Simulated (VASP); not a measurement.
# Ce (Im-3m) in VASP: reference runs

How does Ce come out in PBE? The cell is run as given and disturbed.

Program: VASP 6.6.1. These are calculated values, not measurements. Logs are shortened: lines on timing, memory, paths and dates and some standing lists are left out, and cuts for length are marked.

## (1) Starting point

It takes space group Im-3m (No. 229, cubic). Conventional cell: a = 3.887 Å, b = 3.887 Å, c = 3.887 Å, α = 90.00°, β = 90.00°, γ = 90.00°. Around Ce (site symmetry m-3m) lie 8 Ce at 3.37 Å.

This isn't the form of Ce at room conditions, which is fcc.

## (2) Single point, PBE, collinear spin, ferromagnetic start

INCAR

```
SYSTEM = Ce
ALGO = Normal ; EDIFF = 1E-7
ENCUT = 520 ; GGA = PE
ISIF = 2 ; ISMEAR = -1
ISPIN = 2 ; LASPH = .True.
LCHARG = .False. ; LMAXMIX = 6
LORBIT = 11 ; LREAL = .False.
LWAVE = .False. ; MAGMOM = 1
NBANDS = 16 ; NELM = 150
PREC = Accurate ; SIGMA = 0.05
```

KPOINTS

```
k-points
0
Gamma
  10 10 10
  0 0 0
```

POSCAR

```
Ce
1.0
   -1.9432985503      1.9432985503      1.9432985503
    1.9432985503     -1.9432985503      1.9432985503
    1.9432985503      1.9432985503     -1.9432985503
Ce
1
Direct
    0.0000000000      0.0000000000      0.0000000000
```

Potentials or basis: VASP PAW PBE potentials, release 64 (Ce).

Run with:

```bash
$ cat potpaw_PBE.64/Ce/POTCAR > POTCAR
$ mpirun -np 1 vasp_std > vasp.out
```

OUTCAR:

```text
SYSTEM = Ce
   EDIFF = 1E-7
   ENCUT = 520
   GGA = PE
   ISIF = 2
   ISMEAR = -1
   ISPIN = 2
   LASPH = .True.
   LORBIT = 11
   LREAL = .False.
   NELM = 150
   PREC = Accurate

 ion  position               nearest neighbor table
   1  0.000  0.000  0.000-

  LATTYP: Found a body centered cubic cell.
 ALAT       =     3.8865971006

  Lattice vectors:

 A1 = (  -1.9432985503,   1.9432985503,   1.9432985503)
 A2 = (   1.9432985503,  -1.9432985503,   1.9432985503)
 A3 = (   1.9432985503,   1.9432985503,  -1.9432985503)

Analysis of symmetry for initial positions (statically):
=====================================================================
 Subroutine PRICEL returns:
 Original cell was already a primitive cell.

 Routine SETGRP: Setting up the symmetry group for a
 body centered cubic supercell.

 Subroutine GETGRP returns: Found 48 space group operations
 (whereof 48 operations were pure point group operations)
 out of a pool of 48 trial point group operations.

The static configuration has the point symmetry O_h .

Analysis of symmetry for dynamics (positions and initial velocities):
=====================================================================
 Subroutine PRICEL returns:
 Original cell was already a primitive cell.

 Routine SETGRP: Setting up the symmetry group for a
 body centered cubic supercell.

 Subroutine GETGRP returns: Found 48 space group operations
 (whereof 48 operations were pure point group operations)
 out of a pool of 48 trial point group operations.

The dynamic configuration has the point symmetry O_h .

Analysis of structural, dynamic, and magnetic symmetry:
=====================================================================
 Subroutine PRICEL returns:
 Original cell was already a primitive cell.

 Routine SETGRP: Setting up the symmetry group for a
 body centered cubic supercell.

 Subroutine GETGRP returns: Found 48 space group operations
 (whereof 48 operations were pure point group operations)
 out of a pool of 48 trial point group operations.

The overall configuration has the point symmetry O_h .

[... 154 lines left out ...]
 k-point     1 :       0.0000    0.0000    0.0000
  band No.  band energies     occupation
      1     -26.5370      1.00000
      2      -8.0887      1.00000
      3      -8.0887      1.00000
      4      -8.0887      1.00000
      5       5.0210      1.00000
      6       8.1943      0.84315
[... 435 lines left out ...]
      5       6.7823      1.00000
      6       7.9905      0.99685
[... 8 lines left out ...]
     15      11.8901      0.00000
     16      13.4671      0.00000

 [... further k-points ...]

 spin component 2

 k-point     1 :       0.0000    0.0000    0.0000
  band No.  band energies     occupation
      1     -26.1602      1.00000
      2      -7.7467      1.00000
      3      -7.7467      1.00000
      4      -7.7467      1.00000
      5       5.4126      1.00000
      6       8.7503      0.00008
[... 435 lines left out ...]
      5       7.1589      1.00000
      6       8.4555      0.02813
[... 8 lines left out ...]
     15      12.2417      0.00000
     16      13.8472      0.00000

 [... further k-points ...]

------------------------ aborting loop because EDIFF is reached ----------------------------------------

 total charge

# of ion       s       p       d       f       tot
--------------------------------------------------
    1        2.090   5.583   1.141   0.997   9.811

 magnetization (x)

# of ion       s       p       d       f       tot
--------------------------------------------------
    1        0.005   0.007   0.159   0.616   0.787

  FORCE on cell =-STRESS in cart. coord.  units (eV):
  Direction    XX          YY          ZZ          XY          YZ          ZX
  --------------------------------------------------------------------------------------
  -------------------------------------------------------------------------------------
  Total       -0.1426331     -0.1426331     -0.1426331      0.0000000     -0.0000000      0.0000000
  in kB       -7.7848865     -7.7848865     -7.7848865      0.0000000     -0.0000000      0.0000000
  external PRESSURE =      -7.7848865 kB  Pullay stress =       0.0000000 kB

 VOLUME and BASIS-vectors are now :
 -----------------------------------------------------------------------------
  energy-cutoff  :      520.00
  volume of cell :       29.35
      direct lattice vectors                 reciprocal lattice vectors
    -1.943298550  1.943298550  1.943298550     0.000000000  0.257294485  0.257294485
     1.943298550 -1.943298550  1.943298550     0.257294485  0.000000000  0.257294485
     1.943298550  1.943298550 -1.943298550     0.257294485  0.257294485  0.000000000

  length of vectors
     3.365891823  3.365891823  3.365891823     0.363869350  0.363869350  0.363869350

 FORCES acting on ions
    electron-ion (+dipol)            ewald-force                    non-local-force                 convergence-correction
 -----------------------------------------------------------------------------------------------
   0.266E-14 0.882E-14 0.125E-14   -.142E-14 0.355E-15 0.220E-14   0.132E-22 0.132E-22 0.265E-22   -.653E-14 -.145E-13 -.302E-14
 -----------------------------------------------------------------------------------------------
   0.266E-14 0.882E-14 0.125E-14   -.142E-14 0.355E-15 0.220E-14   0.132E-22 0.132E-22 0.265E-22   -.653E-14 -.145E-13 -.302E-14

 POSITION                                       TOTAL-FORCE (eV/Angst)
 -----------------------------------------------------------------------------------
      0.00000      0.00000      0.00000         0.000000      0.000000      0.000000
 -----------------------------------------------------------------------------------
    total drift:                               -0.000000     -0.000000      0.000000

--------------------------------------------------------------------------------------------------------

  FREE ENERGIE OF THE ION-ELECTRON SYSTEM (eV)
  ---------------------------------------------------
  free  energy   TOTEN  =        -5.7064752721 eV

  energy  without entropy=       -5.6623307849  energy(sigma->0) =       -5.68440303

--------------------------------------------------------------------------------------------------------

--------------------------------------------------------------------------------------------------------

 total charge

# of ion       s       p       d       f       tot
--------------------------------------------------
    1        2.090   5.583   1.141   0.997   9.811

 magnetization (x)

# of ion       s       p       d       f       tot
--------------------------------------------------
    1        0.005   0.007   0.159   0.616   0.787

=======================================================================
```

It took 48 s on 1 thread of Intel Xeon 6975P-C (Granite Rapids), shared host; peak memory 0.2 GiB.

Results:

* Free energy: -5.7065 eV
* Pressure: -0.8 GPa
* Band gap on the k mesh: none (metal or under the smearing width)
* Net moment: 1.00 μB per cell
* Site moments: Ce +0.79 μB
* Valence electrons inside the program's atomic spheres: Ce 9.81

Caveat: the magnetic or orbital state may not be the lowest; spin-orbit coupling is left out, which moves the levels of the heavy elements. The state reached can hang on the start; a lower one may exist.

## (3) Single point, PBE, collinear spin, ferromagnetic start (cell strained at random at fixed volume)

INCAR

```
ALGO = Normal
EDIFF = 1E-7
ENCUT = 520
GGA = PE
ISIF = 2
ISMEAR = -1
ISPIN = 2
LASPH = True
LCHARG = False
LMAXMIX = 6
LORBIT = 11
LREAL = False
LWAVE = False
MAGMOM = 1
NBANDS = 16
NELM = 100
PREC = Accurate
SIGMA = 0.05
```

KPOINTS

```
k-points
0
Gamma
  10 10 10
```

POSCAR

```
Ce
1.0
   -1.9296470000      1.9883760000      1.9475300000
    1.9108650000     -2.0059820000      1.9463540000
    1.8961630000      1.9724980000     -1.9651360000
Ce
1
Direct
    0.0126930000      0.0156000000      0.0002380000
```

Potentials or basis: VASP PAW PBE potentials, release 64 (Ce).

Run with:

```bash
$ cat potpaw_PBE.64/Ce/POTCAR > POTCAR
$ mpirun -np 1 vasp_std > vasp.out
```

Wall time 6.5 min (1 thread of Intel Xeon 6975P-C (Granite Rapids), shared host); peak memory 0.49 GiB.

The run converged. Its results:

```yaml
Free_energy: -5.7127 eV
Pressure: -1.0 GPa
Band_gap_on_the_k_mesh: none (metal or under the smearing width)
Net_moment: 0.94 μB per cell
Site_moments: Ce +0.74 μB
Valence_electrons_inside_the_program's_atomic_spheres: Ce 9.81
```

Stress tensor (GPa, compression positive):
```
-2.87  0.22  0.10
 0.22  0.75  0.11
 0.10  0.11 -0.78
```

Levels at points of the mesh, in eV from the Fermi level:
Spin up:
```
           k point  band 3  band 4  band 5  band 6  band 7  band 8  band 9  band 10
(0.00, 0.00, 0.00)  -16.37  -16.31   -3.24   -0.11   -0.08   -0.03    0.73     0.77
(0.50, 0.00, 0.00)  -17.01  -16.37   -2.20   -0.24   -0.04    0.21    0.41     0.53
(0.00, 0.50, 0.00)  -17.09  -16.45   -2.29   -0.69    0.04    0.25    0.41     0.52
(0.50, 0.50, 0.00)  -16.99  -16.38   -2.21   -0.55    0.00    0.25    0.41     0.50
(0.00, 0.00, 0.50)  -17.08  -16.43   -2.26   -0.50    0.00    0.23    0.40     0.53
(0.50, 0.00, 0.50)  -17.04  -16.42   -2.26   -0.72    0.04    0.26    0.41     0.51
(0.00, 0.50, 0.50)  -16.97  -16.35   -2.18   -0.28   -0.05    0.22    0.41     0.52
(0.50, 0.50, 0.50)  -17.81  -17.70   -2.59   -2.50    0.18    0.40    0.41     0.44
```
Spin down:
```
           k point  band 3  band 4  band 5  band 6  band 7  band 8  band 9  band 10
(0.00, 0.00, 0.00)  -16.05  -15.98   -2.87    0.42    0.45    0.48    1.08     1.11
(0.50, 0.00, 0.00)  -16.68  -16.06   -1.86    0.12    0.44    0.58    0.73     1.05
(0.00, 0.50, 0.00)  -16.77  -16.13   -1.95   -0.33    0.48    0.62    0.74     1.07
(0.50, 0.50, 0.00)  -16.67  -16.06   -1.88   -0.18    0.47    0.64    0.74     1.06
(0.00, 0.00, 0.50)  -16.75  -16.11   -1.93   -0.13    0.45    0.60    0.73     1.08
(0.50, 0.00, 0.50)  -16.72  -16.10   -1.93   -0.35    0.49    0.64    0.75     1.06
(0.00, 0.50, 0.50)  -16.64  -16.03   -1.84    0.09    0.44    0.60    0.73     1.04
(0.50, 0.50, 0.50)  -17.48  -17.37   -2.32   -2.22    0.51    0.74    0.74     0.76
```

Caveat: the magnetic or orbital state may not be the lowest; spin-orbit coupling is left out, which moves the levels of the heavy elements.
